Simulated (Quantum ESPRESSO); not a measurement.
# Pb under changes of volume

One of the cells (30.323 Å³/atom); the others are scaled copies at fixed shape and fractional positions:

```
Pb
1.0
     0.00000    2.47502    2.47502
     2.47502    0.00000    2.47502
     2.47502    2.47502    0.00000
Pb
1
Direct
  0.00000 0.00000 0.00000
```

- Program: Quantum ESPRESSO 7.5
- Functional: r2SCAN
- Potentials or basis: SG15 PBE 1.2
- Cutoff: 762 eV
- Density cutoff: 3048 eV
- k mesh: 7 × 7 × 7
- Occupations: fermi-dirac, width 0.05 eV
- Spin: no spin polarisation

| volume (Å³/atom) | energy over the lowest point (meV/atom) | pressure (GPa) |
| --- | --- | --- |
| 28.503 | 20.02 | 3.5 |
| 29.110 | 8.96 | 2.3 |
| 29.716 | 2.43 | 1.1 |
| 30.323 | 0.00 | 0.1 |
| 30.929 | 1.26 | -0.8 |
| 31.535 | ? | ? |
| 32.142 | 13.40 | -2.4 |

Q: What does the run at 31.535 Å³/atom give?

A: Energy over the lowest point 5.84 meV/atom; pressure -1.6 GPa.

Worked out: A Birch-Murnaghan fit of order 3 (a polynomial in V^(-2/3)) to the other rows has its minimum at 30.41 Å³/atom with B0 = V·E''(V) = 48 GPa and B' = 4.2. It gives 5.82 meV/atom at 31.535 Å³/atom, against the run's 5.84, and -dE/dV = -1.6 GPa, against -1.6.

Energies are extrapolated to zero smearing.

Caveats: the potentials were made for another functional, which shifts forces and pressure.
